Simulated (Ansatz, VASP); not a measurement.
ZnSe: VASP beside Ansatz

File POSCAR:

```
ZnSe
1.0
    3.3251530459      0.0000000000      0.0000000000
    0.0000000000      3.3251530459      0.0000000000
    0.0000000000      0.0000000000      3.3251530459
Zn Se
1 1
Direct
    0.0000000000      0.0000000000      0.0000000000
    0.5000000000      0.5000000000      0.5000000000
```

INCAR.step1

```
PREC = Accurate
ENCUT = 520
ISMEAR = -1
SIGMA = 0.02
LREAL = False
LASPH = True
NELM = 100
NBANDS = 16
GGA = PE
ALGO = Normal
EDIFF = 1E-4
LWAVE = True
LCHARG = False
```

The input INCAR.step2:

```
PREC = Accurate
ENCUT = 520
EDIFF = 1E-7
ISMEAR = -1
SIGMA = 0.02
LREAL = False
LASPH = True
NELM = 100
ALGO = Normal
ISIF = 2
LWAVE = False
LCHARG = False
METAGGA = R2SCAN
LMIXTAU = True
NBANDS = 16
ISTART = 1
```

Contents of KPOINTS:

```
Automatic mesh
0
Gamma
  6 6 6
```

Input for Ansatz:

```yaml
crystal:
  lattice:
    - [3.3251530459, 0.0, 0.0]
    - [0.0, 3.3251530459, 0.0]
    - [0.0, 0.0, 3.3251530459]
  atoms:
    - { symbol: Zn, position: [0.0, 0.0, 0.0] }
    - { symbol: Se, position: [0.5, 0.5, 0.5] }
kpoints:
  mp_grid: { grid: [6, 6, 6] }
hamiltonian:
  xc: r2scan
scf:
  occupations: { method: fermi_dirac, width: 0.02 }
  n_extra_bands: 4
output:
  forces: true
  stress: true
  eigenvalues: true
```

The cell was built by a generator and needn't be a form met in nature.

Alike in both runs: task single point; functional r2SCAN; k mesh 6 × 6 × 6; occupations fermi-dirac, width 0.02 eV; no spin polarisation.

|  | VASP | Ansatz |
| --- | --- | --- |
| version | VASP 6.6.1 | Ansatz 0.2.0 |
| potentials or method | VASP PAW PBE potentials, release 64 (Zn, Se) | plane waves, PAW |
| plane-wave cutoff (eV) | 520 | 500 |
| valence electrons in the cell | 18 | 28 |

```csv
,VASP,Ansatz,Ansatz less VASP
pressure (GPa),-0.2,-0.4,-0.21
```

The two sets of potentials don't hold the same shells in valence.

Caveats: the PAW data sets were made with another functional, which shifts forces and pressure a little (VASP).
